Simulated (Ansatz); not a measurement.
Crystal: PbS (Galena).

```
Pb S
1.0
     0.00000    2.96575    2.96575
     2.96575    0.00000    2.96575
     2.96575    2.96575    0.00000
Pb S
1 1
Cartesian
  0.0000 0.0000 0.0000
  2.9657 2.9657 2.9657
```

* Program: Ansatz 0.2.0
* Task: relaxation of cell and atoms
* Functional: PBEsol
* Dispersion: D4
* Potentials or basis: Ansatz PAW
* Cutoff: 420 eV (not typed: the program's choice for these potentials)
* k mesh: 8 × 8 × 8
* Occupations: gaussian, width 0.01 eV
* Spin: collinear spin, ferromagnetic start
* Starting moments: [0.5, 0.0] μB

At the start: volume 26.09 Å³/atom.

Question: How do energy, volume and symmetry change on relaxing?

Answer: It ends after 5 steps and the volume is 25.17 Å³/atom (-3.5 %); space group Fm-3m (No. 225, to 0.05 Å); moment 0.00 μB per cell.

The path:
| step | energy change (eV) | largest force (eV/Å) | volume (Å³) |
| --- | --- | --- | --- |
| 1 | 0.0000 | 0.0000 | 52.17 |
| 2 | -0.0077 | 0.0000 | 49.23 |
| 3 | -0.0126 | 0.0000 | 50.38 |
| 4 | -0.0126 | 0.0000 | 50.33 |
| 5 | -0.0124 | 0.0000 | 50.33 |

Final structure:
```
CELL_PARAMETERS angstrom
0.00000 2.93049 2.93049
2.93049 0.00000 2.93049
2.93049 2.93049 0.00000
ATOMIC_POSITIONS crystal
Pb 0.00000 0.00000 0.00000
S 0.50000 0.50000 0.50000
```

Caveat: the plane-wave basis is chosen anew once the cell has moved, so the energies of steps on either side of that aren't comparable; the PAW data sets come from PBE, with cores solved anew for the run's functional, which leaves a small shift of forces and pressure; the starting moments weren't kept.
